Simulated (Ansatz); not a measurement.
Reactions of C4H10Mg (`C[CH2][Mg][CH2]C`).

Calculated with Ansatz (gas phase, PBE0-D4/def2-TZVP geometries, no zero-point term in ΔE). CCSD(T)/CBS adds triple-zeta CCSD(T) − MP2 to the extrapolated MP2 energy (def2 sets, frozen cores). This one scheme is used for every species. Functionals use def2-TZVPP. B3LYP here is the variant with VWN-RPA as its local correlation; programs differ in this. For Mg outer-core shells are correlated without core-valence functions, which leaves a few kJ/mol of doubt a bond. Each species was taken in one conformer, which may not be the lowest.

```json
{"reaction": "`C[CH2][Mg][CH2]C` + CH₃OH → `C[CH2][Mg][O]C` + `CC`", "CCSD(T)/CBS(def2) (kcal/mol)": "-38.4"}
{"reaction": "`C[CH2][Mg][CH2]C` + `NC(N)=O` → `C[CH2][Mg][NH2]` + `CCC(N)=O`", "CCSD(T)/CBS(def2) (kcal/mol)": "-18.1"}
{"reaction": "`C[CH2][Mg][CH2]C` + `N[SiH2][SiH3]` → `CC[SiH](N)[SiH3]` + `C[CH2][MgH]`", "CCSD(T)/CBS(def2) (kcal/mol)": "?"}
{"reaction": "`C[CH2][Mg][CH2]C` + `NN` → `CCNN` + `C[CH2][MgH]`", "CCSD(T)/CBS(def2) (kcal/mol)": "6.3"}
```

Fill in the missing values. (Estimate.)

Computed: `C[CH2][Mg][CH2]C` + `N[SiH2][SiH3]` → `CC[SiH](N)[SiH3]` + `C[CH2][MgH]`: -5.8 kcal/mol.

Largest T1 diagnostic: 0.014, for `NC(N)=O`.
